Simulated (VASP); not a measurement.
# TaN (P6_3/mmc) in VASP: settings compared

The runs below take TaN through band structure, with r2SCAN, PBE.

Program: VASP 6.6.1. These are calculated values, not measurements. Logs are shortened: lines on timing, memory, paths and dates and some standing lists are left out, and cuts for length are marked.

## Step 1: The structure

The structure is hexagonal, space group P6_3/mmc (No. 194). Conventional cell: a = 2.922 Å, b = 2.922 Å, c = 5.917 Å, α = 90.00°, β = 90.00°, γ = 120.00°. Ta (site symmetry -3m) has 6 N at 2.24 Å as nearest neighbours. N (site symmetry -6m2) has 6 Ta at 2.24 Å as nearest neighbours.

The cell comes from a database or a generator and needn't be the stable form of this composition.

## Step 2: Band structure, r2SCAN

INCAR reads:

```
SYSTEM = TaN
PREC = Accurate
ENCUT = 520
EDIFF = 1E-6
ISMEAR = -5
SIGMA = 0.01
LREAL = .FALSE.
LASPH = .TRUE.
NELM = 100
ALGO = Normal
ISIF = 2
LWAVE = .FALSE.
LCHARG = .FALSE.
LMAXMIX = 4
METAGGA = R2SCAN
LMIXTAU = .TRUE.
```

KPOINTS reads:

```
regular mesh
0
Monkhorst
  7 7 4
  0 0 0
```

POSCAR reads:

```
TaN
1.0
    2.9217699809      0.0000000000      0.0000000000
   -1.4608849905      2.5303270275      0.0000000000
    0.0000000000      0.0000000000      5.9165150000
Ta N
2 2
Direct
    0.0000000000      0.0000000000      0.5000000000
    0.0000000000      0.0000000000      0.0000000000
    0.3333333333      0.6666666667      0.2500000000
    0.6666666667      0.3333333333      0.7500000000
```

KPOINTS_OPT reads:

```
path GMKGALHA,LM,KH
15
line-mode
reciprocal
 0.0000000000  0.0000000000  0.0000000000  G
 0.5000000000  0.0000000000  0.0000000000  M

 0.5000000000  0.0000000000  0.0000000000  M
 0.3333333333  0.3333333333  0.0000000000  K

 0.3333333333  0.3333333333  0.0000000000  K
 0.0000000000  0.0000000000  0.0000000000  G

 0.0000000000  0.0000000000  0.0000000000  G
 0.0000000000  0.0000000000  0.5000000000  A

 0.0000000000  0.0000000000  0.5000000000  A
 0.5000000000  0.0000000000  0.5000000000  L

 0.5000000000  0.0000000000  0.5000000000  L
 0.3333333333  0.3333333333  0.5000000000  H

 0.3333333333  0.3333333333  0.5000000000  H
 0.0000000000  0.0000000000  0.5000000000  A

 0.5000000000  0.0000000000  0.5000000000  L
 0.5000000000  0.0000000000  0.0000000000  M

 0.3333333333  0.3333333333  0.0000000000  K
 0.3333333333  0.3333333333  0.5000000000  H
```

Potentials or basis: VASP PAW PBE potentials, release 64 (Ta_pv, N).

Launch:

```console
$ cat potpaw_PBE.64/Ta_pv/POTCAR potpaw_PBE.64/N/POTCAR > POTCAR
$ mpirun -np 1 vasp_std > vasp.out
```

OUTCAR:

```text
SYSTEM = TaN
   PREC = Accurate
   ENCUT = 520
   EDIFF = 1E-6
   ISMEAR = -5
   LREAL = .FALSE.
   LASPH = .TRUE.
   NELM = 100
   ISIF = 2
   METAGGA = R2SCAN

 ion  position               nearest neighbor table
   1  0.000  0.000  0.500-   3 2.24   4 2.24   4 2.24   3 2.24   4 2.24   3 2.24   2 2.96   2 2.96

   2  0.000  0.000  0.000-   3 2.24   4 2.24   4 2.24   3 2.24   4 2.24   3 2.24   1 2.96   1 2.96

   3  0.333  0.667  0.250-   1 2.24   2 2.24   1 2.24   2 2.24   1 2.24   2 2.24
   4  0.667  0.333  0.750-   1 2.24   2 2.24   1 2.24   2 2.24   1 2.24   2 2.24

  LATTYP: Found a hexagonal cell.
 ALAT       =     2.9217699809
 C/A-ratio  =     2.0249763119

  Lattice vectors:

 A1 = (   2.9217699809,   0.0000000000,   0.0000000000)
 A2 = (  -1.4608849905,   2.5303270275,   0.0000000000)
 A3 = (   0.0000000000,   0.0000000000,   5.9165150000)

Analysis of symmetry for initial positions (statically):
=====================================================================
 Subroutine PRICEL returns:
 Original cell was already a primitive cell.

 Routine SETGRP: Setting up the symmetry group for a
 hexagonal supercell.

 Subroutine GETGRP returns: Found 24 space group operations
 (whereof 12 operations were pure point group operations)
 out of a pool of 24 trial point group operations.

The static configuration has the point symmetry D_3d.
 The point group associated with its full space group is D_6h.

Analysis of symmetry for dynamics (positions and initial velocities):
=====================================================================
 Subroutine PRICEL returns:
 Original cell was already a primitive cell.

 Routine SETGRP: Setting up the symmetry group for a
 hexagonal supercell.

 Subroutine GETGRP returns: Found 24 space group operations
 (whereof 12 operations were pure point group operations)
 out of a pool of 24 trial point group operations.

The dynamic configuration has the point symmetry D_3d.
 The point group associated with its full space group is D_6h.

 Subroutine INISYM returns: Found 24 space group operations
 (whereof 12 operations are pure point group operations),
 and found     1 'primitive' translations

----------------------------------------------------------------------------------------

[... 87 lines left out ...]
   ENCUT  =  520.0 eV  38.22 Ry    6.18 a.u.   5.43  5.43 11.00*2*pi/ulx,y,z
   NELM   =    100;   NELMIN=  2; NELMDL= -5     # of ELM steps
   EDIFF  = 0.1E-05   stopping-criterion for ELM
   LREAL  =      F    real-space projection
   EDIFFG = 0.1E-04   stopping-criterion for IOM
   NSW    =      0    number of steps for IOM
   IBRION =     -1    ionic relax: 0-MD 1-quasi-New 2-CG
   NFREE  =      0    steps in history (QN), initial steepest desc. (CG)
   ISIF   =      2    stress and relaxation
   ISYM   =      2    0-nonsym 1-usesym 2-fastsym
   POTIM  = 0.5000    time-step for ionic-motion
   TEBEG  =    0.0;   TEEND  =   0.0 temperature during run
   PSTRESS=    0.0 pullay stress
   NELECT =      32.0000    total number of electrons
   NUPDOWN=      -1.0000    fix difference up-down
   EMIN   =  10.00;   EMAX   =-10.00  energy-range for DOS
   EFERMI =   0.00;   METHOD = LEGACY
   ISMEAR =    -5;   SIGMA  =   0.01  broadening in eV -4-tet -1-fermi 0-gaus
   EFERMI_NEDOS =   21; number of points for ismear=-14 and -15
   IALGO  =     38    algorithm
   IMIX   =      4    mixing-type and parameters
     AMIX     =   0.40;   BMIX     =  1.00
     AMIX_MAG =   1.60;   BMIX_MAG =  1.00
  volume/ion in A,a.u.               =      10.94        73.79
  Fermi-wavevector in a.u.,A,eV,Ry     =   1.475124  2.787581 29.606163  2.175992
  Thomas-Fermi vector in A             =   2.589812
   LORBIT       =      0    0 simple, 1 ext, 2 COOP (PROOUT), +10 PAW based schemes
   METAGGA = R2SCAN    functional components
   LHFCALC =     F    Hartree Fock is set to
   AEXX    =    0.0000 exact exchange contribution
   IVDW    =     0    specifies the selected vdW correction
   LEPSILON=     F    determine dielectric tensor
   LRPA    =     F    only Hartree local field effects (RPA)
 non-spin polarized calculation
 Fermi weights with tetrahedron method with Bloechl corrections
  energy-cutoff  :      520.00
  volume of cell :       43.74
 maximum number of plane-waves:      1204
 NGX is ok and might be reduce to    24
   NGX = 11   NGY = 11   NGZ = 23

 number of electron      32.0000005 magnetization

 Free energy of the ion-electron system (eV)
  ---------------------------------------------------
  ext. energy  EPLUGINS =         0.00000000
  ---------------------------------------------------
  free energy    TOTEN  =      -119.66552774 eV

  energy without entropy =     -119.66552774  energy(sigma->0) =     -119.66552774

 E-fermi :   8.1240     XC(G=0): -14.2850

 val. band max:        8.1900040088   @ k =   0.2857   0.2857   0.1250
 cond. band min:       7.6049279443   @ k =   0.1429   0.1429   0.3750
 fundamental gap:     -0.5850760645
 Fermi energy:         8.1239785641

 k-point     1 :       0.0000    0.0000    0.1250
  band No.  band energies     occupation
      1     -28.8275      2.00000
      2     -28.1227      2.00000
      3     -27.8146      2.00000
      4     -27.8146      2.00000
      5     -27.7573      2.00000
      6     -27.7573      2.00000
[... 357 lines left out ...]
     19      11.9594      0.00000
     20      11.9924      0.00000

------------------------ aborting loop because EDIFF is reached ----------------------------------------

  FORCE on cell =-STRESS in cart. coord.  units (eV):
  Direction    XX          YY          ZZ          XY          YZ          ZX
  --------------------------------------------------------------------------------------
  -------------------------------------------------------------------------------------
  Total       -1.3684644     -1.3684644     -0.7007200      0.0000000      0.0000000      0.0000000
  in kB      -50.1251198    -50.1251198    -25.6664886      0.0000000      0.0000000      0.0000000
  external PRESSURE =     -41.9722427 kB  Pullay stress =       0.0000000 kB

 VOLUME and BASIS-vectors are now :
 -----------------------------------------------------------------------------
  energy-cutoff  :      520.00
  volume of cell :       43.74
      direct lattice vectors                 reciprocal lattice vectors
     2.921769981  0.000000000  0.000000000     0.342258291  0.197602916  0.000000000
    -1.460884991  2.530327027  0.000000000     0.000000000  0.395205833  0.000000000
     0.000000000  0.000000000  5.916515000     0.000000000  0.000000000  0.169018417

 POSITION                                       TOTAL-FORCE (eV/Angst)
 -----------------------------------------------------------------------------------
      0.00000      0.00000      2.95826        -0.000000      0.000000      0.000000
      0.00000      0.00000      0.00000        -0.000000      0.000000      0.000000
     -0.00000      1.68688      1.47913        -0.000000      0.000000      0.000000
      1.46088      0.84344      4.43739         0.000000     -0.000000     -0.000000
 -----------------------------------------------------------------------------------
    total drift:                               -0.000000      0.000000      0.000000

  FREE ENERGIE OF THE ION-ELECTRON SYSTEM (eV)
  ---------------------------------------------------
  free  energy   TOTEN  =      -119.6655277406 eV

  energy  without entropy=     -119.6655277406  energy(sigma->0) =     -119.66552774
```

Wall time 3.1 min (1 thread of AMD EPYC 9R45 (Zen 5), shared host); peak memory 0.15 GiB.

What came out:

```yaml
Free_energy: -119.6655 eV
Pressure: -4.2 GPa
Band_gap_along_the_path: none (metal or under the smearing width)
```

Levels at the corners of the path, in eV from the Fermi level:
```csv
point,band 12,band 13,band 14,band 15,band 16,band 17,band 18,band 19,band 20
Γ,-4.49,-3.76,-2.23,-2.23,-0.23,-0.23,0.58,0.58,2.37
M,-5.69,-4.48,-3.84,-3.08,-2.23,2.96,4.08,4.90,5.33
M,-5.69,-4.48,-3.84,-3.08,-2.23,2.96,4.08,4.90,5.33
K,-6.27,-6.27,-4.17,0.16,0.16,0.93,0.93,2.06,4.99
K,-6.27,-6.27,-4.17,0.16,0.16,0.93,0.93,2.06,4.99
Γ,-4.49,-3.76,-2.23,-2.23,-0.23,-0.23,0.58,0.58,2.37
Γ,-4.49,-3.76,-2.23,-2.23,-0.23,-0.23,0.58,0.58,2.37
A,-4.12,-4.12,-4.12,-0.71,-0.71,0.99,0.99,0.99,0.99
A,-4.12,-4.12,-4.12,-0.71,-0.71,0.99,0.99,0.99,0.99
L,-6.22,-4.63,-4.63,-2.33,-2.33,4.00,4.00,4.84,4.84
L,-6.22,-4.63,-4.63,-2.33,-2.33,4.00,4.00,4.84,4.84
H,-6.11,-6.00,-6.00,-0.51,-0.51,2.75,2.75,3.18,3.18
H,-6.11,-6.00,-6.00,-0.51,-0.51,2.75,2.75,3.18,3.18
A,-4.12,-4.12,-4.12,-0.71,-0.71,0.99,0.99,0.99,0.99
L,-6.22,-4.63,-4.63,-2.33,-2.33,4.00,4.00,4.84,4.84
M,-5.69,-4.48,-3.84,-3.08,-2.23,2.96,4.08,4.90,5.38
K,-6.27,-6.27,-4.17,0.16,0.16,0.93,0.93,2.06,4.99
H,-6.11,-6.00,-6.00,-0.51,-0.51,2.75,2.75,3.18,3.18
```

Caveat: the PAW data sets were made with another functional, which shifts forces and pressure a little; spin-orbit coupling is left out, which moves the levels of the heavy elements; tetrahedron occupations give inexact forces and stress in metals.

[end of part 1 of 2]
